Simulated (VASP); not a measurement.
# Si5O3H12 in VASP: notebook

Aim: see how the results for Si5O3H12 move with the level of theory and the settings. Levels: PBE, LDA. Tasks: core levels.

Everything below comes from runs of VASP 6.6.1. Logs are shortened: lines on timing, memory, paths and dates and some standing lists are left out, and cuts for length are marked.

### Step 1. Starting point

The cell holds a molecule in a box, 20 atoms: a = 15.000 Å, b = 15.000 Å, c = 15.000 Å, α = 90.00°, β = 90.00°, γ = 90.00°.

### Step 2. Core levels, PBE

Contents of INCAR:

```
SYSTEM = Si5H12O3
ALGO     = Normal         ! electronic algorithm
EDIFF    = 1E-6           ! SCF threshold, eV
ENCUT    = 400            ! plane-wave cutoff, eV
GGA      = PE             ! functional
ICORELEVEL= 1            
ISIF     = 2              ! what is computed and relaxed
ISMEAR   = 0              ! smearing method
LASPH    = .True.         ! aspherical terms in the spheres
LCHARG   = .False.        ! write CHGCAR
LREAL    = .False.        ! projectors in reciprocal space
LWAVE    = .False.        ! write WAVECAR
NELM     = 100            ! most SCF steps
PREC     = Accurate       ! precision mode
SIGMA    = 0.02           ! smearing width, eV
```

Contents of KPOINTS:

```
k-points
0
Gamma
  1 1 1
  0 0 0
```

Contents of POSCAR:

```
Si5H12O3
1.0
   15.0000000000      0.0000000000      0.0000000000
    0.0000000000     15.0000000000      0.0000000000
    0.0000000000      0.0000000000     15.0000000000
Si O H
5 3 12
Direct
    0.4974781700      0.4965388300      0.5204854800
    0.4788416300      0.4707400600      0.6735447400
    0.6993295500      0.5015137400      0.4670442700
    0.4070942300      0.3476394000      0.4052511100
    0.4138339700      0.6787732800      0.4620226700
    0.5973481400      0.4653958700      0.4886363300
    0.4233974900      0.4401233600      0.4631391700
    0.4853081700      0.6028899600      0.4981128000
    0.3895098200      0.5034878800      0.7033245500
    0.5492382000      0.5184395300      0.7255977400
    0.4852297700      0.3732212400      0.6932779500
    0.7426385600      0.5337348800      0.5507345700
    0.7508916600      0.4250493500      0.4300959400
    0.6967969500      0.5756813300      0.4007116500
    0.4121125000      0.2683539200      0.4653072200
    0.3164609300      0.3532335300      0.3649318600
    0.4754650900      0.3388341300      0.3334538900
    0.3399824800      0.6902539400      0.5278429600
    0.4634337700      0.7643096600      0.4523132900
    0.3756089100      0.6517861000      0.3741717900
```

Potentials or basis: VASP PAW PBE potentials, release 64 (Si, O, H).

Started as:

```bash
$ cat potpaw_PBE.64/Si/POTCAR potpaw_PBE.64/O/POTCAR potpaw_PBE.64/H/POTCAR > POTCAR
$ mpirun -np 1 vasp_std > vasp.out
```

OUTCAR:

```text
SYSTEM = Si5H12O3
   EDIFF = 1E-6
   ENCUT = 400
   GGA = PE
   ISIF = 2
   ISMEAR = 0
   LASPH = .True.
   LREAL = .False.
   NELM = 100
   PREC = Accurate

 ion  position               nearest neighbor table
   1  0.497  0.497  0.520-   6 1.64   8 1.64   7 1.64   2 2.34   4 3.13   5 3.13   3 3.13
   2  0.479  0.471  0.674-   9 1.50  11 1.50  10 1.50   1 2.34
   3  0.699  0.502  0.467-  13 1.49  14 1.49  12 1.49   6 1.65   1 3.13
   4  0.407  0.348  0.405-  16 1.49  17 1.49  15 1.49   7 1.65   1 3.13
   5  0.414  0.679  0.462-  19 1.49  20 1.49  18 1.49   8 1.65   1 3.13
   6  0.597  0.465  0.489-   1 1.64   3 1.65
   7  0.423  0.440  0.463-   1 1.64   4 1.65
   8  0.485  0.603  0.498-   1 1.64   5 1.65
   9  0.390  0.503  0.703-   2 1.50
  10  0.549  0.518  0.726-   2 1.50
  11  0.485  0.373  0.693-   2 1.50
  12  0.743  0.534  0.551-   3 1.49
  13  0.751  0.425  0.430-   3 1.49
  14  0.697  0.576  0.401-   3 1.49
  15  0.412  0.268  0.465-   4 1.49
  16  0.316  0.353  0.365-   4 1.49
  17  0.475  0.339  0.333-   4 1.49
  18  0.340  0.690  0.528-   5 1.49
  19  0.463  0.764  0.452-   5 1.49
  20  0.376  0.652  0.374-   5 1.49

  LATTYP: Found a simple cubic cell.
 ALAT       =    15.0000000000

  Lattice vectors:

 A1 = (  15.0000000000,   0.0000000000,   0.0000000000)
 A2 = (   0.0000000000,  15.0000000000,   0.0000000000)
 A3 = (   0.0000000000,   0.0000000000,  15.0000000000)

Analysis of symmetry for initial positions (statically):
=====================================================================
 Subroutine PRICEL returns:
 Original cell was already a primitive cell.

 Routine SETGRP: Setting up the symmetry group for a
 simple cubic supercell.

 Subroutine GETGRP returns: Found  1 space group operations
 (whereof  1 operations were pure point group operations)
 out of a pool of 48 trial point group operations.

The static configuration has the point symmetry C_1 .

Analysis of symmetry for dynamics (positions and initial velocities):
=====================================================================
 Subroutine PRICEL returns:
 Original cell was already a primitive cell.

 Routine SETGRP: Setting up the symmetry group for a
 simple cubic supercell.

 Subroutine GETGRP returns: Found  1 space group operations
 (whereof  1 operations were pure point group operations)
 out of a pool of 48 trial point group operations.

The dynamic configuration has the point symmetry C_1 .

 Subroutine INISYM returns: Found  1 space group operations
 (whereof  1 operations are pure point group operations),
 and found     1 'primitive' translations

----------------------------------------------------------------------------------------

                                     Primitive cell

  volume of cell :    3375.0000

  direct lattice vectors                    reciprocal lattice vectors
    15.000000000  0.000000000  0.000000000     0.066666667  0.000000000  0.000000000
     0.000000000 15.000000000  0.000000000     0.000000000  0.066666667  0.000000000
     0.000000000  0.000000000 15.000000000     0.000000000  0.000000000  0.066666667

  length of vectors
    15.000000000 15.000000000 15.000000000     0.066666667  0.066666667  0.066666667

  position of ions in fractional coordinates (direct lattice)
     0.497478170  0.496538830  0.520485480
     0.478841630  0.470740060  0.673544740
     0.699329550  0.501513740  0.467044270
     0.407094230  0.347639400  0.405251110
     0.413833970  0.678773280  0.462022670
     0.597348140  0.465395870  0.488636330
[... 12 lines left out ...]
     0.463433770  0.764309660  0.452313290
     0.375608910  0.651786100  0.374171790

  ion indices of the primitive-cell ions
   primitive index   ion index
                 1           1
                 2           2
                 3           3
                 4           4
                 5           5
                 6           6
[... 12 lines left out ...]
                19          19
                20          20

----------------------------------------------------------------------------------------

 KPOINTS: k-points

Automatic generation of k-mesh.
 Grid dimensions read from file:
 generate k-points for:    1    1    1

 Generating k-lattice:

  Cartesian coordinates                     Fractional coordinates (reciprocal lattice)
     0.066666667  0.000000000  0.000000000     1.000000000  0.000000000  0.000000000
     0.000000000  0.066666667  0.000000000     0.000000000  1.000000000  0.000000000
     0.000000000  0.000000000  0.066666667     0.000000000  0.000000000  1.000000000

  Length of vectors
     0.066666667  0.066666667  0.066666667

  Shift w.r.t. Gamma in fractional coordinates (k-lattice)
     0.000000000  0.000000000  0.000000000

 Subroutine IBZKPT returns following result:
 ===========================================

 Found      1 irreducible k-points:

 Following reciprocal coordinates:
            Coordinates               Weight
  0.000000  0.000000  0.000000      1.000000
   k-points           NKPTS =      1   k-points in BZ     NKDIM =      1   number of bands    NBANDS=     36
   number of dos      NEDOS =    301   number of ions     NIONS =     20
   total plane-waves  NPLWV = 941192
   dimension x,y,z NGX =    98 NGY =   98 NGZ =   98
   dimension x,y,z NGXF=   196 NGYF=  196 NGZF=  196
   ions per type =               5   3  12
   NGX,Y,Z   is equivalent  to a cutoff of  10.86, 10.86, 10.86 a.u.
   NGXF,Y,Z  is equivalent  to a cutoff of  21.72, 21.72, 21.72 a.u.
 SYSTEM =  Si5H12O3
   PREC   = accura    normal or accurate (medium, high low for compatibility)
   ISTART =      0    job   : 0-new  1-cont  2-samecut
   ICHARG =      2    charge: 1-file 2-atom 10-const
   ISPIN  =      1    spin polarized calculation?
   LNONCOLLINEAR =      F non collinear calculations
   LSORBIT =      F    spin-orbit coupling
   LASPH  =      T    aspherical Exc in radial PAW
   ENCUT  =  400.0 eV  29.40 Ry    5.42 a.u.  24.46 24.46 24.46*2*pi/ulx,y,z
   NELM   =    100;   NELMIN=  2; NELMDL= -5     # of ELM steps
   EDIFF  = 0.1E-05   stopping-criterion for ELM
   LREAL  =      F    real-space projection
   EDIFFG = 0.1E-04   stopping-criterion for IOM
   NSW    =      0    number of steps for IOM
   IBRION =     -1    ionic relax: 0-MD 1-quasi-New 2-CG
   NFREE  =      0    steps in history (QN), initial steepest desc. (CG)
   ISIF   =      2    stress and relaxation
   ISYM   =      2    0-nonsym 1-usesym 2-fastsym
   POTIM  = 0.5000    time-step for ionic-motion
   TEBEG  =    0.0;   TEEND  =   0.0 temperature during run
   PSTRESS=    0.0 pullay stress
   NELECT =      50.0000    total number of electrons
   NUPDOWN=      -1.0000    fix difference up-down
   EMIN   =  10.00;   EMAX   =-10.00  energy-range for DOS
   EFERMI =   0.00;   METHOD = LEGACY
   ISMEAR =     0;   SIGMA  =   0.02  broadening in eV -4-tet -1-fermi 0-gaus
   EFERMI_NEDOS =   21; number of points for ismear=-14 and -15
   IALGO  =     38    algorithm
   IMIX   =      4    mixing-type and parameters
     AMIX     =   0.40;   BMIX     =  1.00
     AMIX_MAG =   1.60;   BMIX_MAG =  1.00
  volume/ion in A,a.u.               =     168.75      1138.78
  Fermi-wavevector in a.u.,A,eV,Ry     =   0.402075  0.759811  2.199575  0.161664
  Thomas-Fermi vector in A             =   1.352095
   LORBIT       =      0    0 simple, 1 ext, 2 COOP (PROOUT), +10 PAW based schemes
   GGA     = PE    functional components
   LHFCALC =     F    Hartree Fock is set to
   AEXX    =    0.0000 exact exchange contribution
   IVDW    =     0    specifies the selected vdW correction
   LEPSILON=     F    determine dielectric tensor
   LRPA    =     F    only Hartree local field effects (RPA)
 non-spin polarized calculation
 Gauss-broadening in eV      SIGMA  =   0.02
  energy-cutoff  :      400.00
  volume of cell :     3375.00
 maximum number of plane-waves:     61445
 NGX is ok and might be reduce to    98
   NGX = 49   NGY = 49   NGZ = 49

 number of electron      50.0000015 magnetization

 Free energy of the ion-electron system (eV)
  ---------------------------------------------------
  ext. energy  EPLUGINS =         0.00000000
  ---------------------------------------------------
  free energy    TOTEN  =       -94.12597614 eV

  energy without entropy =      -94.12597614  energy(sigma->0) =      -94.12597614

 the core state eigenenergies are
   1-  1s  -1785.5183  2s   -139.1055  2p    -95.1544
   2-  1s  -1783.3805  2s   -137.5228  2p    -93.5356
   3-  1s  -1784.3040  2s   -138.2227  2p    -94.2502
   4-  1s  -1784.3070  2s   -138.2257  2p    -94.2532
   5-  1s  -1784.3072  2s   -138.2259  2p    -94.2534
   6-  1s   -510.6735
   7-  1s   -510.6760
   8-  1s   -510.6759
   9-
  10-
  11-
  12-
  13-
  14-
  15-
  16-
  17-
  18-
  19-
  20-

 E-fermi :  -6.3459     XC(G=0):  -1.0058

 val. band max:       -6.4432707047   @ k =   0.0000   0.0000   0.0000
 cond. band min:      -0.8599859862   @ k =   0.0000   0.0000   0.0000
 fundamental gap:      5.5832847185
 Fermi energy:        -6.3459072335

 k-point     1 :       0.0000    0.0000    0.0000
  band No.  band energies     occupation
      1     -25.0887      2.00000
      2     -24.2744      2.00000
      3     -24.2728      2.00000
      4     -14.8713      2.00000
      5     -13.5436      2.00000
      6     -13.5419      2.00000
[... 28 lines left out ...]
     35       0.3389      0.00000
     36       0.5191      0.00000

------------------------ aborting loop because EDIFF is reached ----------------------------------------

  FORCE on cell =-STRESS in cart. coord.  units (eV):
  Direction    XX          YY          ZZ          XY          YZ          ZX
  --------------------------------------------------------------------------------------
  -------------------------------------------------------------------------------------
  Total       -2.3911929     -2.4023517     -2.6562234     -0.0055026      0.0477911      0.0211061
  in kB       -1.1351452     -1.1404425     -1.2609603     -0.0026122      0.0226874      0.0100195
  external PRESSURE =      -1.1788493 kB  Pullay stress =       0.0000000 kB

 VOLUME and BASIS-vectors are now :
 -----------------------------------------------------------------------------
  energy-cutoff  :      400.00
  volume of cell :     3375.00
      direct lattice vectors                 reciprocal lattice vectors
    15.000000000  0.000000000  0.000000000     0.066666667  0.000000000  0.000000000
     0.000000000 15.000000000  0.000000000     0.000000000  0.066666667  0.000000000
     0.000000000  0.000000000 15.000000000     0.000000000  0.000000000  0.066666667

 POSITION                                       TOTAL-FORCE (eV/Angst)
 -----------------------------------------------------------------------------------
      7.46217      7.44808      7.80728         0.000467     -0.007235      0.037078
      7.18262      7.06110     10.10317        -0.003857      0.000427      0.005175
     10.48994      7.52271      7.00566         0.031105     -0.001823     -0.008974
      6.10641      5.21459      6.07877        -0.017036     -0.022935     -0.017772
      6.20751     10.18160      6.93034        -0.011574      0.030703     -0.007483
      8.96022      6.98094      7.32954         0.011032      0.006655      0.002183
[... 12 lines left out ...]
      6.95151     11.46464      6.78470        -0.008089     -0.008655     -0.000999
      5.63413      9.77679      5.61258         0.006916      0.004988      0.010621
 -----------------------------------------------------------------------------------
    total drift:                               -0.000840     -0.003129      0.003113

  FREE ENERGIE OF THE ION-ELECTRON SYSTEM (eV)
  ---------------------------------------------------
  free  energy   TOTEN  =       -94.1259761442 eV

  energy  without entropy=      -94.1259761442  energy(sigma->0) =      -94.12597614
```

Wall time 5.4 min (1 thread of Intel Xeon Platinum 8375C at 2.90GHz (Ice Lake), shared host); peak memory 1.6 GiB.

What came out:

| Item | Value |
| --- | --- |
| Free energy | -94.1260 eV |
| Largest force | 0.038 eV/Å |
| Gap between the frontier levels | 5.58 eV |

Forces on the atoms (eV/Å):
```
Si   0.000 -0.007  0.037
Si  -0.004  0.000  0.005
Si   0.031 -0.002 -0.009
Si  -0.017 -0.023 -0.018
Si  -0.012  0.031 -0.007
O    0.011  0.007  0.002
O    0.001 -0.013  0.000
O   -0.012  0.005  0.001
H    0.007 -0.002 -0.002
H   -0.006 -0.003 -0.009
H    0.000  0.009 -0.006
H   -0.005 -0.004 -0.011
H   -0.003  0.011  0.004
H    0.001 -0.012  0.007
H    0.000  0.010 -0.007
H    0.011 -0.003  0.003
H   -0.011  0.003  0.008
H    0.008 -0.002 -0.009
H   -0.008 -0.009 -0.001
H    0.007  0.005  0.011
```

Caveat: the cutoff is under 1.25 times the usual one of these potentials, so pressure, stress and relaxed cells hold a basis-set (Pulay) error. Expect the measured gap to be larger: semilocal functionals such as PBE lack the derivative discontinuity.

(Part 1 of 2 ends here.)
